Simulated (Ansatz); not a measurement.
Here is an Ansatz 0.2.0 calculation.

Contents of input.yaml:

```yaml
crystal:
  lattice:
    - [1.62456, 0.0, 0.0]
    - [0.0, 2.86615, 0.0]
    - [0.0, 0.0, 3.9144]
  atoms:
    - { symbol: B, position: [0.0, 0.5, 0.60926] }
    - { symbol: B, position: [0.5, 0.0, 0.39074] }
hamiltonian:
  xc: pbe
  pseudopotentials: { kind: paw }
kpoints:
  mp_grid: { grid: [16, 9, 7] }
scf:
  occupations: { method: gaussian, width: 0.011 }
output:
  forces: true
  stress: true
  eigenvalues: true
  write_density: true
  write_potential: true
  elf: true
  volumetric_format: npy
```

Potentials or basis: Ansatz PAW.

Command:

```console
$ ansatz run input.yaml --threads 2 --pin off --max-ram 5632MiB --backend cpu --events-out ev --progress --plain --runs-dir out
```

Problem. What does it give for the largest force?

Solution. 0.051 eV/Å.

Problem. Estimate the band gap on the k mesh.

Solution. None (metal or under the smearing width).

Problem. Predict the pressure.

Solution. 0.2 GPa.

Stress tensor (GPa, compression positive):
```
-0.96  0.00  0.00
 0.00  2.36  0.00
 0.00  0.00 -0.84
```

Caveat: this functional lacks dispersion, which binds the layers, so the pressure and a relaxed spacing across them are unreliable.
